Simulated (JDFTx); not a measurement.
Runs of JDFTx 1.7.0 (patched build) on TiC. It takes space group Fm-3m (No. 225, cubic). Conventional cell: a = 4.331 Å, b = 4.331 Å, c = 4.331 Å, α = 90.00°, β = 90.00°, γ = 90.00°. Around Ti (site symmetry m-3m) lie 6 C at 2.17 Å. Around C (site symmetry m-3m) lie 6 Ti at 2.17 Å. The cell is a database's computed one.

```tsv
task	level	potentials or basis	cell	k mesh	cutoff (eV)	max SCF steps	SCF threshold on the energy	solver of the electrons	further solve for the empty bands	band ratio of the Davidson solver	gap on the mesh (eV)	pressure (GPa)
single point	r2SCAN	SG15-PBE-1.2 with smoothed tails	as given	9 × 9 × 9	1361	100	1e-09 Ha	scf	yes	-	none	-0.8
single point	PBEsol	SG15-PBE-1.2 with smoothed tails	as given	9 × 9 × 9	1361	100	1e-09 Ha	scf	yes	-	none	(a)
relaxation of cell and atoms	PBE+D3(BJ)	PseudoDojo-SR-PBE-0.5-standard with smoothed tails	relaxed	11 × 11 × 11	1143	100	1e-09 Ha	scf	no	-	none	0.0
single point	LDA	SG15-PBE-1.2 with smoothed tails	as given	9 × 9 × 9	1361	100	1e-09 Ha	scf	yes	-	none	-10.3
```

Alike in all rows: no spin polarisation; smearing fermi-dirac 0.05 eV.

Question: Fill in the values left out.

Answer: (a) -5.8.

Caveats: the potentials were made for another functional, which shifts forces and pressure (some runs); pairwise dispersion overbinds metals, which lowers pressure and volume (some runs).

A gap of «none» marks a metal or a gap under the smearing width.
